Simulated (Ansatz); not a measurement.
**Calculated ¹⁷O nuclear quadrupole resonance for SiO2**

Cell: a computed structure from the Materials Project (it need not be an observed phase).

```xyz
15
Lattice="6.9114 0.0000 0.0000 0.0000 6.9114 0.0000 0.0000 0.0000 6.4185" Properties=species:S:1:pos:R:3 pbc="T T T"
Si    1.8635    0.0000    0.7662
Si    0.0000    5.0479    5.6523
Si    0.0000    1.8635    5.6523
Si    5.0479    0.0000    0.7662
Si    0.0000    0.0000    3.2093
O     1.3250    0.0000    2.2877
O     0.0000    5.5864    4.1308
O     0.0000    1.3250    4.1308
O     5.5864    0.0000    2.2877
O     1.3209    1.3209    0.0000
O     1.3209    5.5905    0.0000
O     5.5905    1.3209    0.0000
O     5.5905    5.5905    0.0000
O     3.4557    0.0000    0.7734
O     0.0000    3.4557    5.6451
```

Atom numbers follow the list; atoms alike are taken as one site, whose name carries the number of the first.

Computed with Ansatz: DFT, r2SCAN, plane waves and PAW, scalar-relativistic, 500 eV cutoff, Γ-centred 4×4×4 k-points, Fermi–Dirac smearing 0.02 eV.

¹⁷O: I = 5/2, Q = -25.58 mb (year-2017 value). Static lattice, zero field.

Task: Predict the zero-field ¹⁷O lines of each site.

Result: For I = 5/2 and η = 0 the lines are 3|C_Q|/20 and twice that; η pulls their ratio below 2.

```json
{"site": "O6", "atoms": "6, 7, 8, 9", "V_zz (10²¹ V/m²)": "9.21", "C_Q (MHz)": "-5.70", "η": "0.21", "line frequencies (MHz)": "0.897, 1.69"}
{"site": "O10", "atoms": "10, 11, 12, 13", "V_zz (10²¹ V/m²)": "8.99", "C_Q (MHz)": "-5.56", "η": "0.27", "line frequencies (MHz)": "0.897, 1.64"}
{"site": "O14", "atoms": "14, 15", "V_zz (10²¹ V/m²)": "10.28", "C_Q (MHz)": "-6.36", "η": "0.02", "line frequencies (MHz)": "0.954, 1.91"}
```

At O6 and O10 V_zz runs parallel to the line that joins its two neighbours (within 1°) in each case. At O14 V_zz points along the line of its two bonds (within 1°).
